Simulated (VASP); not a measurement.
# InP (F-43m) in VASP: notebook, part 3 of 3

VASP 6.6.1. The steps go on from the part before.

### 5 G0W0 quasiparticle levels, PBE

Input file POSCAR:

```
InP
1.0
    0.0000000000      2.9305000000      2.9305000000
    2.9305000000      0.0000000000      2.9305000000
    2.9305000000      2.9305000000      0.0000000000
In P
1 1
Direct
    0.0000000000      0.0000000000      0.0000000000
    0.7500000000      0.7500000000      0.7500000000
```

Input file INCAR.step1:

```
PREC = Accurate ; ENCUT = 450
EDIFF = 1E-8 ; ISMEAR = 0
SIGMA = 0.01 ; LREAL = False
LASPH = True ; NELM = 60
ALGO = Fast ; LWAVE = True
LCHARG = False ; GGA = PE
```

Input file INCAR.step2:

```
PREC = Accurate ; ENCUT = 450
EDIFF = 1E-8 ; ISMEAR = 0
SIGMA = 0.01 ; LREAL = False
LASPH = True ; NELM = 1
ALGO = Exact ; LWAVE = True
LCHARG = False ; GGA = PE
NBANDS = 210 ; LOPTICS = True
ISTART = 1
```

Input file INCAR.step3:

```
PREC = Accurate ; ENCUT = 450
EDIFF = 1E-8 ; ISMEAR = 0
SIGMA = 0.01 ; LREAL = False
LASPH = True ; ALGO = EVGW0
LWAVE = False ; LCHARG = False
GGA = PE ; NELMGW = 1
NBANDS = 210 ; ENCUTGW = 260
NOMEGA = 48 ; PRECFOCK = Fast
ISTART = 1 ; NBANDSGW = 17
```

Input file KPOINTS:

```
regular mesh
0
Gamma
  3 3 3
```

Potentials or basis: VASP PAW PBE potentials, release 64 (In_d_GW, P_GW).

Started as:

```bash
$ cat potpaw_PBE.64/In_d_GW/POTCAR potpaw_PBE.64/P_GW/POTCAR > POTCAR
$ cp INCAR.step1 INCAR
$ mpirun -np 1 vasp_std > vasp.out
$ cp INCAR.step2 INCAR
$ mpirun -np 1 vasp_std > vasp.out
$ cp INCAR.step3 INCAR
$ mpirun -np 1 vasp_std > vasp.out
```

OUTCAR:

```text
PREC = Accurate
   ENCUT = 450
   EDIFF = 1E-8
   ISMEAR = 0
   LREAL = False
   LASPH = True
   GGA = PE
   NELMGW = 1
   ENCUTGW = 260
   PRECFOCK = Fast
   ISTART = 1

 Found      4 irreducible k-points:

 Following reciprocal coordinates:
            Coordinates               Weight
  0.000000  0.000000  0.000000      1.000000
  0.333333  0.000000  0.000000      8.000000
  0.333333  0.333333  0.000000      6.000000
 -0.333333  0.333333  0.000000     12.000000
   k-points           NKPTS =      4   k-points in BZ     NKDIM =     27   number of bands    NBANDS=    210
   number of dos      NEDOS =    301   number of ions     NIONS =      2
   total plane-waves  NPLWV =  27000
   dimension x,y,z NGX =    30 NGY =   30 NGZ =   30
   dimension x,y,z NGXF=    60 NGYF=   60 NGZF=   60
   ions per type =               1   1
   NGX,Y,Z   is equivalent  to a cutoff of  12.03, 12.03, 12.03 a.u.
   NGXF,Y,Z  is equivalent  to a cutoff of  24.07, 24.07, 24.07 a.u.
 SYSTEM =  unknown system
[... 32 lines left out ...]
  Thomas-Fermi vector in A             =   2.298587
   LORBIT       =      0    0 simple, 1 ext, 2 COOP (PROOUT), +10 PAW based schemes
   GGA     = PE    functional components
   LHFCALC =     T    Hartree Fock is set to
   PRECFOCK=fast      Normal, Fast or Accurate (Low or Medium for compatibility)
   ENCUT4O =  -1.0   cutoff for four orbital integrals eV
   NKREDX  =     1    reduce k-point grid by
   NKREDY  =     1    reduce k-point grid by
   NKREDZ  =     1    reduce k-point grid by
   AEXX    =    1.0000 exact exchange contribution
   HFSCREEN=    0.0000 screening length (either q_TF or 0.3 A-1)
   HFSCREENC=   0.0000 screening length for correlation (either q_TF or 0.3 A-1)
   ENCUTFOCK=  -1.0 apply spherical cutoff to Coloumb kernel
   IVDW    =     0    specifies the selected vdW correction
   LEPSILON=     F    determine dielectric tensor
   LRPA    =     F    only Hartree local field effects (RPA)
   LRPAFORCE           =     F    calculate RPA forces
   ENCUTGW             = 260.0    cutoff for response function in eV
   ENCUTGWSOFT         = 208.0    soft cutoff for Coulomb kernel in GW response function in eV
   ENCUTLF             =  -1.0    cutoff for local field effects
   NELMGW              =     1    number of iterations in solving QP/BSE equation
   NELMHF              =     1    number of iterations in the inner HF iteration
   NKREDLFX            =     1    NKREDLFY  =   1   NKREDLFZ  =   1
 non-spin polarized calculation
 Gauss-broadening in eV      SIGMA  =   0.01
  energy-cutoff  :      450.00
  volume of cell :       50.33
 maximum number of plane-waves:      1113
 NGX is ok and might be reduce to    30
  NGX = 16; NGY = 16; NGZ = 16
   NGX = 15   NGY = 15   NGZ = 15
 maximum number of plane-waves:       531

 QP shifts <psi_nk| G(iteration)W_0 |psi_nk>: iteration 1
 for sc-GW calculations column KS-energies equals QP-energies in previous step
 and V_xc(KS)=  KS-energies - (<T + V_ion + V_H > + <T+V_H+V_ion>^1  + <V_x>^1)

 k-point   1 :       0.0000    0.0000    0.0000
  band No.  KS-energies  QP-energies   sigma(KS)   V_xc(KS)     V^pw_x(r,r')   Z            occupation Imag(sigma)

      1     -10.2935     -12.6000     -19.8445     -16.5971     -25.3299       0.7103       2.0000      -0.2941
      2     -10.2935     -12.6000     -19.8445     -16.5971     -25.3299       0.7103       2.0000      -0.2941
      3     -10.2935     -12.6000     -19.8445     -16.5971     -25.3299       0.7103       2.0000      -0.2941
      4     -10.1478     -12.4798     -19.9760     -16.6818     -25.3438       0.7079       2.0000      -0.3797
      5     -10.1478     -12.4798     -19.9760     -16.6818     -25.3438       0.7079       2.0000      -0.3797
      6      -7.4964      -8.0246     -12.0779     -11.2913     -18.2327       0.6715       2.0000       0.8060
[... 59 lines left out ...]
      3     -10.2154     -12.5388     -19.9532     -16.6901     -25.4093       0.7120       2.0000      -0.3101
      4     -10.1615     -12.4831     -19.9415     -16.6581     -25.3238       0.7071       2.0000      -0.3741
      5     -10.1360     -12.4666     -19.9769     -16.6913     -25.3551       0.7093       2.0000      -0.3803
      6      -5.2477      -5.8493     -13.3182     -12.4205     -18.6365       0.6702       2.0000       0.4650
[... 9 lines left out ...]
     16      17.1146      17.0100      -9.2732      -9.1331      -3.0451       0.7464       0.0000      -0.5594
     17      17.9823      17.9301      -9.6736      -9.6029      -3.1821       0.7380       0.0000      -0.7006
```

OUTCAR.step1:

```text
PREC = Accurate
   ENCUT = 450
   EDIFF = 1E-8
   ISMEAR = 0
   LREAL = False
[... 173 lines left out ...]
      0.00000      0.00000      0.00000         0.000000      0.000000      0.000000
      4.39575      4.39575      4.39575        -0.000000     -0.000000     -0.000000
 -----------------------------------------------------------------------------------
    total drift:                                0.000000      0.000000      0.000000

  FREE ENERGIE OF THE ION-ELECTRON SYSTEM (eV)
  ---------------------------------------------------
  free  energy   TOTEN  =        -7.9905974524 eV

  energy  without entropy=       -7.9905974524  energy(sigma->0) =       -7.99059745
```

OUTCAR.step2:

```text
PREC = Accurate
   ENCUT = 450
   EDIFF = 1E-8
   ISMEAR = 0
   LREAL = False
[... 538 lines left out ...]
     0.00000    79.00717    79.00717    79.00717     0.00000     0.00000     0.00000
     1.85865    27.34894    27.34894    27.34894     0.00000     0.00000     0.00000
     3.71730    26.60253    26.60253    26.60253     0.00000     0.00000     0.00000
     5.57595   -10.64120   -10.64120   -10.64120    -0.00000    -0.00000    -0.00000
     7.43460    -4.97606    -4.97606    -4.97606    -0.00000    -0.00000    -0.00000
     9.29325    -1.59686    -1.59686    -1.59686    -0.00000    -0.00000    -0.00000
[... 92 lines left out ...]
   182.14779     0.97652     0.97652     0.97652    -0.00000    -0.00000    -0.00000
   184.00644     0.97707     0.97707     0.97707    -0.00000    -0.00000    -0.00000
```

Wall time 95 s (1 thread of Intel Xeon 6975P-C (Granite Rapids), shared host); peak memory 0.69 GiB.

The run converged, but some of its settings lie outside the range that counts as converged, so its numbers aren't taken as properties of the crystal.

Results:

- Band gap on the k mesh, mean-field level: 0.67 eV, direct
- Quasiparticle gap: 1.22 eV
- Least direct quasiparticle gap: 1.22 eV

Caveat: the k mesh is coarse (spacing up to 0.62 Å⁻¹), so the values aren't converged; bands, screening cutoff and mesh are small and nothing is extrapolated, so the quasiparticle values aren't converged; spin-orbit coupling is left out, which moves the levels of the heavy elements.

### 6 The reference run

An earlier run on the cell as given: functional PBEsol; potentials or basis VASP PAW PBE potentials, release 64 (In_d, P); cutoff 520 eV; k mesh 8 × 8 × 8; occupations fermi-dirac, width 0.05 eV; no spin polarisation.

- Pressure: 0.6 GPa
- Band gap on the k mesh: 0.61 eV, direct
